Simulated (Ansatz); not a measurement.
# WSe2 (P6_3/mmc): one cell, many starting occupations (series 2)

Task: map the metastable states of WSe2 (P6_3/mmc) by varying the start. Cell and atoms stay fixed.

Computed with Ansatz 0.2.0 (DFT PBE+U (U_eff = 1 eV on W d), plane waves, PAW, no spin–orbit coupling unless a run says so, unless a step's input says otherwise).

### 1 The structure to begin with

The structure is hexagonal, space group P6_3/mmc (No. 194). Conventional cell: a = 3.290 Å, b = 3.290 Å, c = 12.970 Å, α = 90.00°, β = 90.00°, γ = 120.00°. W (site symmetry -6m2) has 6 Se at 2.53 Å as nearest neighbours. Se (site symmetry 3m) has 3 W at 2.53 Å as nearest neighbours.

As a file:

```
CELL_PARAMETERS angstrom
3.29000 0.00000 0.00000
-1.64500 2.84922 0.00000
0.00000 0.00000 12.97000
ATOMIC_POSITIONS crystal
W 0.33333 0.66667 0.25000
W 0.66667 0.33333 0.75000
Se 0.33333 0.66667 0.62100
Se 0.66667 0.33333 0.12100
Se 0.33333 0.66667 0.87900
Se 0.66667 0.33333 0.37900
```

Magnetic order typed: ferromagnetic.

The runs: from atoms, default search; random orbitals: single harmonics, second filling; random orbitals: fully mixed, first filling; random orbitals: fully mixed, one electron fewer; random orbitals: drawn by pairs, second filling.

An earlier series on this cell reached its lowest free state from «natural orbitals of the symmetric run, filled by rank», perhaps among other starts (it ended without moments).

### 2 From atoms, default search

Input file input.yaml:

```yaml
crystal:
  lattice:
    - [3.28999882, 0.0, 0.0]
    - [-1.64499941, 2.84922255, 0.0]
    - [0.0, 0.0, 12.97000144]
  atoms:
    - { symbol: W, position: [0.3333333333, 0.6666666667, 0.25], spin: 2.0 }
    - { symbol: W, position: [0.6666666667, 0.3333333333, 0.75], spin: 2.0 }
    - { symbol: Se, position: [0.3333333333, 0.6666666667, 0.621] }
    - { symbol: Se, position: [0.6666666667, 0.3333333333, 0.121] }
    - { symbol: Se, position: [0.3333333333, 0.6666666667, 0.879] }
    - { symbol: Se, position: [0.6666666667, 0.3333333333, 0.379] }
basis:
  ecutwfc: 420
  ecutrho_ratio: 4
kpoints:
  mp_grid: { grid: [7, 7, 2] }
hamiltonian:
  xc: pbe
  hubbard:
    sites: [{ site: 0, l: d, u_eff: 1.0 }, { site: 1, l: d, u_eff: 1.0 }]
scf:
  occupations: { method: gaussian, width: 0.05 }
output:
  forces: true
  stress: true
  eigenvalues: true
  populations: true
  hubbard: { sites: [{ site: 0, l: d }, { site: 1, l: d }] }
  write_density: true
  write_potential: true
  elf: true
  volumetric_format: npy
magnetization:
  spin_polarized: true
```

Launch:

```bash
ansatz run input.yaml --threads 4 --pin off --max-ram 6144MiB --backend cpu --events-out ev --progress --plain --runs-dir out
```

The log of the run:

```text
Warning: RAYON_NUM_THREADS=4 ignored (pool sized by the plan → 4); use --threads N
W: projections on atomic orbitals take those of the free atom [Kr 4d10 4f14] 5s2 5p6 5d4 6s2, of charge +0.00 (hamiltonian.pseudopotentials.projection_atoms); the dataset's partial waves leave at most 6.5e-5 of an orbital's norm unspanned inside its sphere
Se: projections on atomic orbitals take those of the free atom [Ar] 3d10 4s2 4p4, of charge +0.00 (hamiltonian.pseudopotentials.projection_atoms); the dataset's partial waves leave at most 2.3e-6 of an orbital's norm unspanned inside its sphere
Engine: ansatz 0.2.0, aarch64-unknown-linux-gnu
Pseudopotentials: kind: paw
Pseudopotential: W, paw, valence charge 14, recommended cutoff 420 eV (normal), W.paw.azcp
Pseudopotential: Se, paw, valence charge 16, recommended cutoff 420 eV (normal), Se.paw.azcp
Functional definition: PBE
  parameter kappa = 0.804
  parameter beta = 0.06672455060314922
  exchange = pbe_x(kappa = kappa, mu = beta*pi^2/3)
  correlation = pbe_c(beta = beta)
Crystal: 6 atoms, lattice volume = 121.580 Å³
Basis set: ecut = 420 eV, 2419 PW (Γ), exchange–correlation on 48×48×180 points (8 copies of the dense FFT grid, shifted against one another)
Bands: 58, of which v1, the nominal top of the filled ones, is band 46 counted from 1 (45 counted from 0)
Symmetry: 24 space group operations
Space group: P63/mmc (ITA 194), of the structure as read, at distance tolerance 5.0e-5 Å
Magnetic group: BNS 194.263 (UNI 1493), of the structure as read, at distance tolerance 5.0e-5 Å
k-points: 16 of 98
Non-local potential: W, projectors of the file, l = 0: 3, l = 1: 2, l = 2: 2, l = 3: 1
Non-local potential: Se, projectors of the file, l = 0: 2, l = 1: 2, l = 2: 3, l = 3: 1
PAW form: soft (Blöchl's): semilocal exchange-correlation on the pseudo side does not see the compensation charge
PAW one-centre angular grid: W, 590 points (default); XC on 64 Gauss nodes
PAW one-centre angular grid: Se, 590 points (default); XC on 64 Gauss nodes
Initial density: superposition of atomic densities (chi_scale 0.1, normalization cell)
Starting moments: Σ|m| = 4 μB on 2 of 6 sites
Initial wavefunctions: pseudopotential atomic-orbital guess
Functional: x = pbe(κ = 0.804, μ = 0.2195149727645171), c = pbe(β = 0.06672455060314922)
iter 1 solved again at ethr=1.95e-3 eV; its pass at ethr=3.10e-3 eV (dr2=1.80e0 eV) is discarded
SCF iter   1: F=—  HF=-42645.875657 eV  |F-HF|=—  |Δ(HF+E_count)|=         —  Δρ=5.36e-2 (↑5.36e-2 ↓4.46e-2)  dr2=1.81e0  dr2_m=2.39e0  M=0.000 μB ∫|m|=1.288 μB  β_m=0.30  ethr=1.95e-3  ⟨swp⟩=1.1  Hψ=8923  notcnv=0
preconditioner: auto → Resta (q_TF=auto, 2.604 Å⁻¹)  ε∞=5.2  [insulator: Δε(μ)=0.299 eV  Ē_g=9.882 eV  σ=0.050 eV  W_gap=1.00  n_scr=40 (ndim 8)  ℏωp=20.2 eV  f_vac=0.022  D(μ)=0.00/eV (n_scr^D=0)  ε∞_Penn≈5.2]
spin=Collinear: Resta preconditioning applied to the charge; magnetization (m = ρ↑ − ρ↓) channel mixes plain (no charge-response kernel on spin).
SCF iter   2: F=—  HF=-42646.248847 eV  |F-HF|=—  |Δ(HF+E_count)|=   3.73e-1  Δρ=3.79e-2 (↑3.79e-2 ↓3.33e-2)  dr2=1.05e0  dr2_m=1.25e0  M=0.000 μB ∫|m|=1.061 μB  β_m=0.30  ethr=1.95e-3  ⟨swp⟩=2.0  Hψ=2217  notcnv=0
SCF iter   3: F=—  HF=-42646.327963 eV  |F-HF|=—  |Δ(HF+E_count)|=   7.91e-2  Δρ=2.54e-2 (↑2.34e-2 ↓2.54e-2)  dr2=5.05e-2  dr2_m=6.54e-1  M=0.000 μB ∫|m|=0.880 μB  β_m=0.30  ethr=1.14e-3  ⟨swp⟩=2.9  Hψ=2785  notcnv=0  defer=28
SCF iter   4: F=—  HF=-42646.496843 eV  |F-HF|=—  |Δ(HF+E_count)|=   1.69e-1  Δρ=1.84e-2 (↑1.74e-2 ↓1.84e-2)  dr2=1.48e-2  dr2_m=3.54e-1  M=0.000 μB ∫|m|=0.713 μB  β_m=0.30  ethr=5.49e-5  ⟨swp⟩=1.7  Hψ=2264  notcnv=0  defer=72
SCF iter   5: F=—  HF=-42646.592768 eV  |F-HF|=—  |Δ(HF+E_count)|=   9.59e-2  Δρ=1.34e-2 (↑1.34e-2 ↓1.30e-2)  dr2=2.53e-3  dr2_m=1.94e-1  M=0.000 μB ∫|m|=0.578 μB  β_m=0.30  ethr=1.61e-5  ⟨swp⟩=2.0  Hψ=3001  notcnv=0  defer=93
SCF iter   6: F=—  HF=-42646.646241 eV  |F-HF|=—  |Δ(HF+E_count)|=   5.35e-2  Δρ=9.82e-3 (↑9.80e-3 ↓9.82e-3)  dr2=7.40e-4  dr2_m=1.07e-1  M=0.000 μB ∫|m|=0.471 μB  β_m=0.30  ethr=2.75e-6  ⟨swp⟩=2.0  Hψ=2399  notcnv=0  defer=93
SCF iter   7: F=—  HF=-42646.676921 eV  |F-HF|=—  |Δ(HF+E_count)|=   3.07e-2  Δρ=7.44e-3 (↑7.44e-3 ↓7.25e-3)  dr2=2.28e-4  dr2_m=6.00e-2  M=0.000 μB ∫|m|=0.383 μB  β_m=0.30  ethr=8.04e-7  ⟨swp⟩=2.2  Hψ=2438  notcnv=0  defer=93
Mixer restart at iter 7: flushing history
spin-set hold released at iteration 7 (site moments contracting): the magnetisation degrees of freedom join the quasi-Newton model from the next iteration; the mixer history was flushed
SCF iter   8: F=—  HF=-42646.694587 eV  |F-HF|=—  |Δ(HF+E_count)|=   1.77e-2  Δρ=5.53e-3 (↑5.53e-3 ↓5.53e-3)  dr2=9.31e-5  dr2_m=3.41e-2  M=0.000 μB ∫|m|=0.312 μB  β_m=0.65  ethr=2.48e-7  ⟨swp⟩=2.5  Hψ=3112  notcnv=0  defer=93
SCF iter   9: F=—  HF=-42646.721535 eV  |F-HF|=—  |Δ(HF+E_count)|=   2.69e-2  Δρ=8.12e-4 (↑8.12e-4 ↓4.67e-4)  dr2=6.80e-4  dr2_m=4.34e-4  M=0.000 μB ∫|m|=0.064 μB  β_m=0.71  ethr=1.01e-7  ⟨swp⟩=3.6  Hψ=4141  notcnv=0  defer=113
SCF iter  10: F=—  HF=-42646.722063 eV  |F-HF|=—  |Δ(HF+E_count)|=   5.28e-4  Δρ=4.06e-4 (↑2.90e-4 ↓4.06e-4)  dr2=9.46e-5  dr2_m=1.32e-4  M=0.000 μB ∫|m|=0.036 μB  β_m=0.86  ethr=1.01e-7  ⟨swp⟩=2.3  Hψ=3330  notcnv=0  defer=118
SCF iter  11: F=—  HF=-42646.722304 eV  |F-HF|=—  |Δ(HF+E_count)|=   2.40e-4  Δρ=1.15e-4 (↑1.03e-4 ↓1.15e-4)  dr2=1.92e-6  dr2_m=1.31e-5  M=0.000 μB ∫|m|=0.011 μB  β_m=0.93  ethr=1.01e-7  ⟨swp⟩=2.0  Hψ=2806  notcnv=0  defer=118
SCF iter  12: F=—  HF=-42646.722332 eV  |F-HF|=—  |Δ(HF+E_count)|=   2.81e-5  Δρ=1.57e-5 (↑1.37e-5 ↓1.57e-5)  dr2=9.86e-8  dr2_m=2.30e-7  M=0.000 μB ∫|m|=0.001 μB  β_m=0.81  ethr=1.09e-10  ⟨swp⟩=12.7  Hψ=14556  notcnv=0
iter 13 did not close the SCF: its close was put off for a magnetic moment that had not settled (scf_convergence_deferred on its scf_iter line)
SCF iter  13: F=-42646.722332 eV  HF=-42646.722332 eV  |F-HF|=2.93e-8  |Δ(HF+E_count)|=   4.87e-7  Δρ=1.96e-6 (↑1.86e-6 ↓1.96e-6)  dr2=2.13e-8  dr2_m=1.74e-9  M=0.000 μB ∫|m|=0.000 μB  β_m=0.90  ethr=1.07e-10  ⟨swp⟩=9.6  Hψ=12500  notcnv=0
SCF iter  14: F=-42646.722332 eV  HF=-42646.722332 eV  |F-HF|=3.51e-9  |Δ(HF+E_count)|=   3.55e-8  Δρ=5.06e-7 (↑5.03e-7 ↓5.06e-7)  dr2=2.15e-9  dr2_m=1.74e-11  M=0.000 μB ∫|m|=0.000 μB  ethr=2.32e-11  ⟨swp⟩=6.2  Hψ=10422  notcnv=0
SCF 1 converged in 14 iterations: F = -42646.722332 eV  dr2 = 2.15e-9
WARN: the starting moments were not kept: the SCF closed with an absolute magnetisation of 5.8e-6 μB, where they sum to 4 μB in size (2 sites). That is at most 0.1 of that sum. Measured as dr2_m measures the in/out step, that magnetisation stands 2.8e-12 eV from none, at or under the dr2_threshold of 1.0e-7 eV: it is no larger than a step whose dr2_m would equal this threshold. The system may hold no moment; this SCF shows only that its start led to no more than that. To try another start: raise the starting moments (crystal.atoms[].spin, magnetization.per_species, magnetization.initial_magnetization, or on a non-collinear deck that types none of these the spinor_matrix: blocks that start its atoms; where the total moment is fixed, keep their sum and leave initial_magnetization as it is; typed ones take the place of any that the run laid by itself, positive ones on a crystal's lanthanoids without a Hubbard term where scf.initial_density.shell_occupations: [] is typed) or, if the notice of its spin-set hold's release reads "site moments contracting" or "site moments show no strong build", lengthen the hold (scf.mixing.spin_hold: { on: { confirm: 4 } }; for m-r²SCAN on two components see the key's manual first). Each may lead to a state that holds a moment. A second SCF, from the converged charge density, with the starting moments and any scf.initial_density.shell_occupations laid on it anew, would have followed, and was not run: the deck does not ask for one (magnetization.retry_lost_moments is false, the default). To let it run, set magnetization.retry_lost_moments: true and run the deck again, where that key's refused combinations let it; where memory then withholds it, that run's warning says so.
SCF converged after 14 iterations
Magnetization: 0.0000 μB (46.0000 up, 46.0000 down)
Absolute magnetization: 0.0000 μB (∫|ρ↑−ρ↓|, with the PAW one-centre terms)
Spin contamination: 0.0000 ħ² per cell (⟨S²⟩ above its minimum at these occupations)
Per-site moments (μB) at R_I (Å): [(-8.901549012150838e-8, 1.0441543784065213), (-8.901548987665168e-8, 1.0441543784065213), (2.415712242491295e-7, 1.0441543784065213), (2.4157122453004744e-7, 1.0441543784065213), (2.4157122418815816e-7, 1.0441543784065217), (2.415712245843475e-7, 1.0441543784065213)]
Free energy (F): -42646.722332 eV
Harris-Foulkes:  -42646.722332 eV  (|F-HF|=3.51e-9)
Internal energy: -42646.722332 eV  (E = F + TS)
E sigma→0 (E₀):  -42646.722332 eV
Fermi energy:    13.484729 eV
--- Per-component energies (eV) ---
  E_band       = -1683.224840
  E_kinetic    = 1379.666566
  E_local      = -11426.440579  (includes V_loc(G=0)·N_el)
  E_nonlocal   = -2379.726378
  E_hartree    = 5496.565373
  E_xc         = -953.332488
  E_vxc        = -873.945178  (∫ρ·V_xc dr)
  E_hubbard    = 2.487567  (on-site DFT+U / exact-exchange correction)
  E_vhub       = -0.061311  (the Hubbard potential's part of the band-sum identity)
  E_paw        = -24771.092882  (= ΣΔE_a)
  E_vpaw       = 624.155413  (= ΣTr[D̂ρ^β])
  E_aug_tail   = -0.002475  (compensation charges beyond the density's cutoff)
  E_ewald      = -9994.847037
  E_smearing   = -0.000000  (= −TS)
  E_closure    = 0.000000  (closes the sum)
  Σ components = -42646.722332   (vs F -42646.722332, Δ=0.00e0)
--- Forces (eV/Å), atoms counted from 1 ---
  atom   1  W      0.00000000    -0.00000000     0.00000000
  atom   2  W     -0.00000000     0.00000000     0.00000000
  atom   3  Se    -0.00000000     0.00000000    -0.16779787
  atom   4  Se    -0.00000000    -0.00000000    -0.16779787
  atom   5  Se    -0.00000000     0.00000000     0.16779787
  atom   6  Se     0.00000000    -0.00000000     0.16779787
  max |Σ_I F_I| component: 5.55e-17 eV/Å
--- Stress (GPa, compression-positive) ---
        3.412442       0.000000       0.000000
       -0.000000       3.412442       0.000000
        0.000000       0.000000       4.340603
  P = ⅓ Tr σ = 3.7218 GPa (37.218 kbar)
--- Band table (eV; the first three rows and the last of 32) ---
  k-point 0 ↑: bands = ["-61.2964", "-61.2964", "-34.8909", "-34.8909", "-34.8908", "-34.8908", "-34.8903", "-34.8903", "-34.8902", "-34.8902", "-34.8615", "-34.8615", "-34.8612", "-34.8612", "-34.8603", "-34.8603", "-34.8601", "-34.8601", "-34.8494", "-34.8491", "-34.8472", "-34.8470", "-25.5810", "-25.5810", "-25.4562", "-25.4562", "-25.4562", "-25.4562", "-2.3262", "-2.0754", "-1.1487", "-0.7289", "5.8108", "6.9075", "9.3380", "10.2707", "10.2707", "10.2879", "10.2879", "11.4220", "11.4220", "11.4777", "11.4777", "11.8116", "11.8914", "12.9205", "15.6103", "15.6103", "15.6602", "15.6602", "15.6827", "15.6827", "15.8919", "15.8919", "17.4513", "18.1207", "20.6341", "21.0984"]
  k-point 1 ↑: bands = ["-61.2964", "-61.2964", "-34.8909", "-34.8909", "-34.8909", "-34.8909", "-34.8903", "-34.8903", "-34.8903", "-34.8903", "-34.8614", "-34.8614", "-34.8614", "-34.8614", "-34.8602", "-34.8602", "-34.8602", "-34.8602", "-34.8493", "-34.8493", "-34.8471", "-34.8471", "-25.5810", "-25.5810", "-25.4562", "-25.4562", "-25.4562", "-25.4562", "-2.2191", "-2.2191", "-0.9231", "-0.9231", "6.2689", "6.2689", "10.2791", "10.2791", "10.2791", "10.2791", "10.3545", "10.3545", "11.4498", "11.4498", "11.4498", "11.4498", "12.7086", "12.7086", "15.6137", "15.6137", "15.6137", "15.6137", "15.8083", "15.8083", "15.8083", "15.8083", "17.8150", "17.8150", "20.8363", "20.8363"]
  k-point 2 ↑: bands = ["-61.2945", "-61.2944", "-34.8907", "-34.8907", "-34.8904", "-34.8904", "-34.8900", "-34.8900", "-34.8895", "-34.8894", "-34.8617", "-34.8617", "-34.8614", "-34.8614", "-34.8608", "-34.8606", "-34.8604", "-34.8601", "-34.8490", "-34.8488", "-34.8468", "-34.8466", "-25.5718", "-25.5718", "-25.5009", "-25.5009", "-25.4665", "-25.4665", "-2.0231", "-1.7754", "-0.9799", "-0.5909", "6.1976", "7.2865", "9.0611", "9.4204", "9.4720", "10.3698", "10.5492", "10.5871", "10.9478", "11.0195", "11.2275", "11.8457", "12.0054", "12.4226", "14.7957", "15.2007", "15.3048", "15.3266", "15.4688", "15.5678", "16.0200", "16.1837", "18.7716", "19.3725", "21.3010", "21.7951"]
  k-point 15 ↓: bands = ["-61.2852", "-61.2852", "-34.8895", "-34.8895", "-34.8885", "-34.8885", "-34.8873", "-34.8873", "-34.8873", "-34.8873", "-34.8632", "-34.8632", "-34.8624", "-34.8624", "-34.8613", "-34.8613", "-34.8612", "-34.8612", "-34.8471", "-34.8471", "-34.8447", "-34.8447", "-25.6459", "-25.6459", "-25.5806", "-25.5806", "-25.5276", "-25.5276", "-0.0099", "-0.0099", "0.1704", "0.1704", "7.0891", "7.0891", "7.3548", "7.3548", "8.4720", "8.4720", "8.7943", "8.7943", "9.4818", "9.4818", "10.3906", "10.3906", "12.3676", "12.3676", "14.5182", "14.5182", "15.4283", "15.4283", "15.9290", "15.9290", "17.3594", "17.3594", "18.8380", "18.8380", "19.8103", "19.8103"]
Occupation matrices written to <dir>
--- Löwdin populations: 6 sites ---
  site symbol       q [e]    m [muB]
     0      W     13.6204    -0.0000
     1      W     13.6204    -0.0000
     2     Se     16.0881     0.0000
     3     Se     16.0881     0.0000
     4     Se     16.0881     0.0000
     5     Se     16.0881     0.0000
  spilling = 0.004421 (of n_electrons = 92.000000)
--- Occupation matrices: 2 shells (run DFT+U table (all-electron-ortho-atomic); ε = 4.64e-4) ---
  W0 d_5D: site group D3h (-6m2)
  W0 d_5D up     Tr n = 2.5182  λ = 0.465 0.465 0.514 0.514 0.558  [2× xz 0.50 E''(1.00) | 2× x2-y2 0.50 E'(1.00) | z2 1.00 A1'(1.00)]
  W0 d_5D dn     Tr n = 2.5182  λ = 0.465 0.465 0.514 0.514 0.558  [2× xz 0.50 E''(1.00) | 2× x2-y2 0.50 E'(1.00) | z2 1.00 A1'(1.00)]
  W1 d_5D: site group D3h (-6m2)
  W1 d_5D up     Tr n = 2.5182  λ = 0.465 0.465 0.514 0.514 0.558  [2× xz 0.50 E''(1.00) | 2× x2-y2 0.50 E'(1.00) | z2 1.00 A1'(1.00)]
  W1 d_5D dn     Tr n = 2.5182  λ = 0.465 0.465 0.514 0.514 0.558  [2× xz 0.50 E''(1.00) | 2× x2-y2 0.50 E'(1.00) | z2 1.00 A1'(1.00)]
  Tr n, λ and their labels are of the run-group-symmetrised matrices; stabiliser: 48 of 48 elements of G0×{1,Θ} (closed), max defect 2.2e-6 at τ = 9.8e-5
```

It took 14 s on 4 threads of Arm Neoverse N1, shared host; peak memory 0.64 GiB.

It ends with a gap on the mesh of 1.13 eV, pressure 3.7 GPa, no moment over 0.05 μB in any sphere, largest force component 0.17 eV/Å, 24 symmetry operations imposed.

The shells' filling, with natural orbitals sorted by occupation:

| shell | channel | electrons | over 0.8 | 0.2 to 0.8 | under 0.2 |
| --- | --- | --- | --- | --- | --- |
| W 5d (atom 1) | up | 2.52 | 0 | 5 | 0 |
| W 5d (atom 1) | down | 2.52 | 0 | 5 | 0 |

Density in a lattice plane of the grid's cell (edges 3.29 and 12.97 Å, at 0.333 of the third edge), which holds W and Se.

Values in e/Å³, 12 rows by 6 columns:
```
0.26 0.40 0.27 0.12 0.07 0.11
0.39 0.44 0.40 0.40 0.49 0.39
0.44 0.23 0.48 4.09 4.20 4.16
0.39 0.44 0.40 0.40 0.53 0.40
0.26 0.40 0.27 0.12 0.07 0.11
0.05 0.04 0.05 0.07 0.09 0.07
0.26 0.09 0.28 1.53 6.08 1.48
0.39 0.22 0.40 1.15 3.44 1.12
0.44 0.85 0.48 0.25 0.22 0.25
0.39 0.22 0.40 1.14 3.39 1.10
0.26 0.09 0.27 1.62 6.96 1.55
0.04 0.04 0.04 0.07 0.08 0.07
```
Columns run along the first of these edges and rows up along the second, over one cell in 6 and 12 even steps from the bottom left corner. Atoms in the plane (fractional): W at (0.67, 0.75), Se at (0.67, 0.12), Se at (0.67, 0.38).

ELF in the same plane.

Ten even steps from '0' (0.02) to '9' (0.89):
```
474000
787312
777323
353474
232707
353474
777323
787312
474000
000131
404999
717848
727737
313666
232212
313666
727737
717848
404999
000131
```
Columns run along the first of these edges and rows up along the second, over one cell in 6 and 20 even steps from the bottom left corner. Atoms in the plane (fractional): W at (0.67, 0.75), Se at (0.67, 0.12), Se at (0.67, 0.38).

Both are smooth fields of the valence electrons: close to the nuclei they are not physical.

Outside the cores ELF peaks at 0.89 beside Se, off the lines to its neighbours, 0.9 Å from Se; 0.80 on the Se–W line, 0.8 Å from Se; 0.49 between the atoms, 1.9 Å from W.

[end of part 1 of 3]
